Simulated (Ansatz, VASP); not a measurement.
# CdTe in two plane-wave programs, part 2 of 2

Aim: how closely do two programs agree when they are given the same cell, functional and k mesh? Of the first pair: The cell is taken from a series of runs on this material, whose earlier steps may have relaxed, scaled, displaced or heated it; both programs get it as it stands.

VASP 6.6.1 and Ansatz 0.2.0.

So far: Starting point; VASP: relaxation of cell and atoms, PBEsol; Ansatz: relaxation of cell and atoms, PBEsol; Side by side.

**5. Ansatz: relaxation, PBEsol**

Level of this step: Ansatz beside VASP: Kohn-Sham DFT, plane waves, PBEsol (Ansatz).

This run makes the geometry at which the two programs are then compared.

The structure compared here is the end of the Ansatz relaxation.

input.yaml

```yaml
crystal:
  lattice:
    - [0.0, 3.2448352357, 3.2448352357]
    - [3.2448352357, 0.0, 3.2448352357]
    - [3.2448352357, 3.2448352357, 0.0]
  atoms:
    - { symbol: Te, position: [0.75, 0.75, 0.75] }
    - { symbol: Cd, position: [0.0, 0.0, 0.0] }
kpoints:
  mp_grid: { grid: [7, 7, 7] }
scf:
  occupations: { method: fermi_dirac, width: 0.02 }
hamiltonian:
  xc: pbesol
  pseudopotentials: { kind: paw, azcp: { folder: soft_1 }, xc_functional: pbe }
basis:
  ecutwfc: 600
output:
  forces: true
  stress: true
relax:
  f_tol: 0.005
  max_steps: 70
  cell: { stress_tol: 0.02, p_target: -1 }
```

Run with:

```console
$ ansatz run input.yaml --threads 4 --pin off --max-ram 10240MiB --backend cpu --events-out ev --progress --plain --runs-dir out
```

Numbers of over 12 decimals in the logs are rounded to 6 here.

Log:

```text
[...]
Crystal: 2 atoms, lattice volume = 68.329 Å³
Basis set: ecut = 600 eV, 2277 PW (Γ), exchange–correlation on 80×80×80 points (8 copies of the dense FFT grid, shifted against one another)
Bands: 22, of which v1, the nominal top of the filled ones, is band 18 counted from 1 (17 counted from 0)
Symmetry: 24 space group operations
[...]
k-points: 20 of 343 (time reversal used)
[...]
-0.000000      -1.017647       0.000000
        0.000000      -0.000000      -1.017647
  P = ⅓ Tr σ = -1.0176 GPa (-10.176 kbar)
--- Relaxed structure (3 steps of the walk, 3 accepted, 1 SCFs on fresh bases) ---
[...]
cell:  # Å, volume = 70.1411 Å³
    - [0, 3.273263, 3.273263]
    - [3.273263, 0, 3.273263]
    - [3.273263, 3.273263, 0]
  atoms:
    - { symbol: Te, position: [0.75, 0.75, 0.75] }
    - { symbol: Cd, position: [0, 0, 0] }
[key lines of the parts left out:]
SCF converged after 7 iterations
Free energy (F): -15086.492516 eV
Fermi energy:    7.188863 eV
```

**6. VASP: single point, PBEsol, pair 2**

The same cell, functional, mesh and smearing now go to VASP, with its own data sets.

INCAR

```
SYSTEM = CdTe
PREC = Accurate
ENCUT = 500
EDIFF = 1E-06
NELM = 120
ISMEAR = -1
SIGMA = 0.02
LREAL = .FALSE.
ALGO = Normal
GGA = PS
NBANDS = 15
LORBIT = 11
LWAVE = .FALSE.
LCHARG = .FALSE.
ISIF = 2
LASPH = .TRUE.
GGA_COMPAT = .FALSE.
EFERMI = MIDGAP
KPAR = 2
```

POSCAR

```
CdTe
1.0
    0.0000000000      3.2732626533      3.2732626533
    3.2732626533      0.0000000000      3.2732626533
    3.2732626533      3.2732626533      0.0000000000
Te Cd
1 1
Direct
    0.7500000000      0.7500000000      0.7500000000
    0.0000000000      0.0000000000      0.0000000000
```

KPOINTS

```
Automatic mesh
0
Gamma
7 7 7
0 0 0
```

PAW data sets: Te and Cd (PBE family, release 64).

Run with:

```console
$ mpirun -np 2 vasp_std
```

Log:

```text
[banner, memory and clock lines left out]
running    2 mpi-ranks, on    1 nodes
[...]
[... a notice as in an earlier step ...]

 LDA part: xc-table for (Slater+PW92), standard interpolation
 POSCAR, INCAR and KPOINTS ok, starting setup
[...]
entering main loop
       N       E                     dE             d eps       ncg     rms          rms(c)
DAV:   1     0.945762309154E+02    0.94576E+02   -0.79609E+03   616   0.100E+03
DAV:   2    -0.230734411846E+01   -0.96884E+02   -0.93092E+02   705   0.241E+02
DAV:   3    -0.570644285969E+01   -0.33991E+01   -0.33937E+01   747   0.469E+01
DAV:   4    -0.574012674842E+01   -0.33684E-01   -0.33682E-01   864   0.394E+00
[...]
DAV:  11    -0.548370707215E+01   -0.25247E-04   -0.44766E-05   650   0.377E-02    0.324E-02
DAV:  12    -0.548370543429E+01    0.16379E-05   -0.37120E-06   684   0.136E-02    0.173E-02
DAV:  13    -0.548370536430E+01    0.69986E-07   -0.36309E-07   440   0.357E-03
   1 F= -.54837054E+01 E0= -.54837054E+01  d E =-.371718E-08
```

From OUTCAR (step 6):

```text
  Total       -0.3818258     -0.3818258     -0.3818258      0.0000000      0.0000000     -0.0000000
  in kB       -8.7217427     -8.7217427     -8.7217427      0.0000000      0.0000000     -0.0000000
  external PRESSURE =      -8.7217427 kB  Pullay stress =       0.0000000 kB

 POSITION                                       TOTAL-FORCE (eV/Angst)
 -----------------------------------------------------------------------------------
      4.90989      4.90989      4.90989        -0.000000     -0.000000     -0.000000
      0.00000      0.00000      0.00000         0.000000      0.000000      0.000000
 -----------------------------------------------------------------------------------
    total drift:                               -0.000000     -0.000000     -0.000000

  FREE ENERGIE OF THE ION-ELECTRON SYSTEM (eV)
  ---------------------------------------------------
  free  energy   TOTEN  =        -5.4837053643 eV

  energy  without entropy=       -5.4837053606  energy(sigma->0) =       -5.48370536

[... 1 part as in an earlier step ...]

[... 2 further parts left out ...]
[key lines of the parts left out:]
E-fermi :   2.2406
```

The run ends at a pressure of -0.87 GPa.

**7. Differences**

What differs besides the data sets and the points named for the pairs above, as far as they apply: the data sets hold 36 valence electrons in Ansatz (on its PAW soft_1 files) and 18 in VASP; Ansatz's pressure holds a Pulay correction, VASP's none. Total energies have different zeros and are not compared.

Compared:

```
              quantity  Ansatz   VASP  difference
        pressure (GPa)   -1.02  -0.87       -0.15
gap on the k mesh (eV)   0.570  0.573      -0.003
```

A gap on the mesh is an upper bound, since the band edges may lie between its points.

**8. Ansatz: relaxation, PBEsol**

This run makes the geometry at which the two programs are then compared. The cell compared in this pair holds 65.42 Å³, against 70.14 Å³ for the pair before.

The structure compared here is the end of the Ansatz relaxation.

input.yaml, as its differences from that of step 5:

```diff
@@ -20,2 +20,6 @@
   stress: true
+  write_density: true
+  write_potential: true
+  elf: true
+  volumetric_format: npy
 relax:
@@ -23,2 +27,2 @@
   max_steps: 70
-  cell: { stress_tol: 0.02, p_target: -1 }
+  cell: { stress_tol: 0.02, p_target: 2 }
```

Run with:

```console
$ ansatz run input.yaml --threads 4 --pin off --max-ram 10240MiB --backend cpu --events-out ev --progress --plain --runs-dir out
```

Log:

```text
[...]
Crystal: 2 atoms, lattice volume = 68.329 Å³
Basis set: ecut = 600 eV, 2277 PW (Γ), exchange–correlation on 80×80×80 points (8 copies of the dense FFT grid, shifted against one another)
Bands: 22, of which v1, the nominal top of the filled ones, is band 18 counted from 1 (17 counted from 0)
Symmetry: 24 space group operations
[...]
k-points: 20 of 343 (time reversal used)
[...]
k-point 19: bands = [... 14 lower, 0.3793, 3.4810, 5.1616, 5.9059, 11.5387, 12.6796, 13.7715, 14.5426]
--- Relaxed structure (4 steps of the walk, 4 accepted, 1 SCFs on fresh bases) ---
[...]
cell:  # Å, volume = 65.4238 Å³
    - [0, 3.198172, 3.198172]
    - [3.198172, 0, 3.198172]
    - [3.198172, 3.198172, 0]
  atoms:
    - { symbol: Te, position: [0.75, 0.75, 0.75] }
    - { symbol: Cd, position: [0, 0, 0] }
[key lines of the parts left out:]
SCF converged after 6 iterations
Free energy (F): -15086.481081 eV
Fermi energy:    8.280586 eV
P = ⅓ Tr σ = 1.9948 GPa (19.948 kbar)
```

**9. VASP: single point, PBEsol, pair 3**

The same cell, functional, mesh and smearing now go to VASP, with its own data sets.

INCAR is that of step 6.

POSCAR

```
CdTe
1.0
    0.0000000000      3.1981719753      3.1981719753
    3.1981719753      0.0000000000      3.1981719753
    3.1981719753      3.1981719753      0.0000000000
Te Cd
1 1
Direct
    0.7500000000      0.7500000000      0.7500000000
    0.0000000000      0.0000000000      0.0000000000
```

KPOINTS is that of step 6.

Run with:

```console
$ mpirun -np 2 vasp_std
```

Log:

```text
[... set-up lines as in an earlier step ...]
 entering main loop
       N       E                     dE             d eps       ncg     rms          rms(c)
DAV:   1     0.979357238314E+02    0.97936E+02   -0.81635E+03   608   0.101E+03
DAV:   2    -0.215981580868E+01   -0.10010E+03   -0.95350E+02   691   0.244E+02
DAV:   3    -0.569284921583E+01   -0.35330E+01   -0.35272E+01   740   0.480E+01
DAV:   4    -0.572339022669E+01   -0.30541E-01   -0.30540E-01   900   0.397E+00
[...]
DAV:  11    -0.546738661990E+01   -0.21964E-04   -0.47764E-05   657   0.462E-02    0.415E-02
DAV:  12    -0.546738437237E+01    0.22475E-05   -0.44584E-06   677   0.163E-02    0.209E-02
DAV:  13    -0.546738422523E+01    0.14715E-06   -0.47018E-07   419   0.379E-03
   1 F= -.54673842E+01 E0= -.54673842E+01  d E =-.326299E-10
```

OUTCAR, selected parts (step 9):

```text
  Total        0.8915976      0.8915976      0.8915976     -0.0000000      0.0000000      0.0000000
  in kB       21.8345394     21.8345394     21.8345394     -0.0000000      0.0000000      0.0000000
  external PRESSURE =      21.8345394 kB  Pullay stress =       0.0000000 kB

 POSITION                                       TOTAL-FORCE (eV/Angst)
 -----------------------------------------------------------------------------------
      4.79726      4.79726      4.79726         0.000000     -0.000000     -0.000000
      0.00000      0.00000      0.00000        -0.000000      0.000000      0.000000
 -----------------------------------------------------------------------------------
    total drift:                               -0.000000     -0.000000     -0.000000

  FREE ENERGIE OF THE ION-ELECTRON SYSTEM (eV)
  ---------------------------------------------------
  free  energy   TOTEN  =        -5.4673842252 eV

  energy  without entropy=       -5.4673842252  energy(sigma->0) =       -5.46738423

[... 1 part as in an earlier step ...]

[... 2 further parts left out ...]
[key lines of the parts left out:]
E-fermi :   2.9698
```

The run ends at a pressure of 2.18 GPa.

**10. Comparison**

What differs besides the data sets and the points named for the pairs above, as far as they apply: the data sets hold 36 valence electrons in Ansatz (on its PAW soft_1 files) and 18 in VASP. Total energies have different zeros and are not compared.

The two programs side by side:

```
              quantity  Ansatz   VASP  difference
        pressure (GPa)    1.99   2.18       -0.19
gap on the k mesh (eV)   0.774  0.780      -0.006
```

A gap on the mesh is an upper bound, since the band edges may lie between its points.

**11. Results**

- difference in volume (relaxation of cell and atoms, PBEsol): -0.37 %
- difference in gap on the k mesh (single point, PBEsol, pair 2): -0.0032 eV
- difference in gap on the k mesh (single point, PBEsol, pair 3): -0.0059 eV

What this shows: The difference in volume is -0.37 % (relaxation of cell and atoms, PBEsol), within the 1.2 % picked in this series as the mark of a large difference, as far as the stopping tolerances let one tell. The data sets hold unlike numbers of valence electrons (36 in Ansatz and 18 in VASP), so part of the differences comes from the potentials. 4 further runs of this series are not shown here. Such differences can come from data sets, numerical settings and the points named under the comparisons, not from the functional's error against experiment.

[Lines on the potential files, build, host, timing and source positions are cut from VASP's logs without a mark.]

[Logs are printed without paths, hosts, clocks, repeated set-up lines and the standing remarks that a program may print on its own settings, such as how far it seeks lower states.]

[Hosts, paths, dates, database ids (printed as entryN), source tags and the programs' standing remarks are cut or masked in the printed files.]
